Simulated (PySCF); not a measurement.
Bonds (- single, = double, # triple, : aromatic): C1-C2, C2-C3, C3-C4, C4-O5. C1 carries H6, H7, H8; C2 carries H9, H10; C3 carries H11, H12; C4 carries H13, H14; O5 carries H15.

GIAO shifts from PySCF 2.14 on PBE0-D3(BJ)/def2-SVP geometries (one conformer, non-relativistic, equivalent nuclei averaged), against TMS at the same level and in the same medium; PCM means IEF-PCM chloroform.

Measured (solution, not stated per compound (mostly CDCl3 or CCl4); Pretsch, Buehlmann, Badertscher, Structure Determination of Organic Compounds, 4th ed. (2009)): H13/H14 3.64, H11/H12 1.56, H9/H10 1.39, H6/H7/H8 0.94 ppm.

Question: Which unscaled values do PBE0/pcSseg-1, gas; PBE0/pcSseg-1, PCM; WP04/pcSseg-1, PCM; wB97X-D/pcSseg-1, PCM give, and how close are they?

Answer: 
```json
{"atoms": "H13/H14", "measured": "3.64", "PBE0/pcSseg-1, gas": "3.62", "PBE0/pcSseg-1, PCM": "3.64", "WP04/pcSseg-1, PCM": "3.47", "wB97X-D/pcSseg-1, PCM": "3.60"}
{"atoms": "H11/H12", "measured": "1.56", "PBE0/pcSseg-1, gas": "1.47", "PBE0/pcSseg-1, PCM": "1.25", "WP04/pcSseg-1, PCM": "1.24", "wB97X-D/pcSseg-1, PCM": "1.22"}
{"atoms": "H9/H10", "measured": "1.39", "PBE0/pcSseg-1, gas": "1.01", "PBE0/pcSseg-1, PCM": "1.14", "WP04/pcSseg-1, PCM": "1.13", "wB97X-D/pcSseg-1, PCM": "1.12"}
{"atoms": "H6/H7/H8", "measured": "0.94", "PBE0/pcSseg-1, gas": "1.04", "PBE0/pcSseg-1, PCM": "1.04", "WP04/pcSseg-1, PCM": "1.00", "wB97X-D/pcSseg-1, PCM": "1.04"}
```

Mean absolute error for 1H: PBE0/pcSseg-1, gas 0.15, PBE0/pcSseg-1, PCM 0.17, WP04/pcSseg-1, PCM 0.20, wB97X-D/pcSseg-1, PCM 0.19 ppm.
